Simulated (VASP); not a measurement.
KF: relaxation of cell and atoms with PBEsol

The system is KF.

```
CELL_PARAMETERS angstrom
0.00000 2.67350 2.67350
2.67350 0.00000 2.67350
2.67350 2.67350 0.00000
ATOMIC_POSITIONS crystal
K 0.00000 0.00000 0.00000
F 0.50000 0.50000 0.50000
```

```yaml
Program: VASP 6.6.1
Task: relaxation of cell and atoms
Functional: PBEsol
Potentials_or_basis: VASP PAW PBE potentials, release 64 (K_sv, F)
Cutoff: 600 eV
k_mesh: 8 × 8 × 8
Occupations: gaussian, width 0.02 eV
Spin: no spin polarisation
Dipole_correction: no
Further_INCAR_settings: ALGO = Normal; EDIFF = 1e-07; IBRION = 2; EDIFFG = -0.005; NSW = 100; ISIF = 3
```

* Relaxed volume: 18.70 Å³/atom
* Relaxed cell: a = 3.754 Å, b = 3.754 Å, c = 3.754 Å, α = 60.00°, β = 60.00°, γ = 60.00°
* Space group after relaxing (to 0.05 Å): Fm-3m (No. 225)
* Energy gained by relaxing: 0.9 meV/atom
* Ionic steps: 3
* Pressure after relaxing: 0.0 GPa
* Band gap on the k mesh: 6.13 eV, direct

Step by step:
| step | energy change (eV) | largest force (eV/Å) | pressure (GPa) | volume (Å³) |
| --- | --- | --- | --- | --- |
| 1 | 0.0000 | 0.0000 | -0.69 | 38.22 |
| 2 | -0.0014 | 0.0000 | -0.32 | 37.76 |
| 3 | -0.0018 | 0.0000 | -0.01 | 37.40 |

Final structure:
```
K F
1.0
     0.00000    2.65422    2.65422
     2.65422    0.00000    2.65422
     2.65422    2.65422    0.00000
K F
1 1
Cartesian
  0.0000 0.0000 0.0000
  2.6542 2.6542 2.6542
```

Levels at points of the mesh, in eV from the valence-band top:
```csv
k point,band 4,band 5,band 6,band 7,band 8,band 9,band 10,band 11,band 12
"(0.00, 0.00, 0.00)",-9.20,-9.20,0.00,0.00,0.00,6.13,10.69,10.69,10.69
"(0.50, 0.00, 0.00)",-9.24,-9.24,-0.84,-0.37,-0.37,9.05,10.61,12.14,12.14
"(0.50, 0.50, 0.00)",-9.44,-9.44,-0.20,-0.05,-0.05,8.11,10.35,11.82,13.71
```

It took 26 s on 1 thread of Intel(R) Xeon(R) Platinum 8488C (Sapphire Rapids), with other jobs on the host, peak memory 0.18 GiB.

Caveat: the PAW data sets were made with another functional, which shifts forces and pressure a little. A k mesh can miss the band edges.
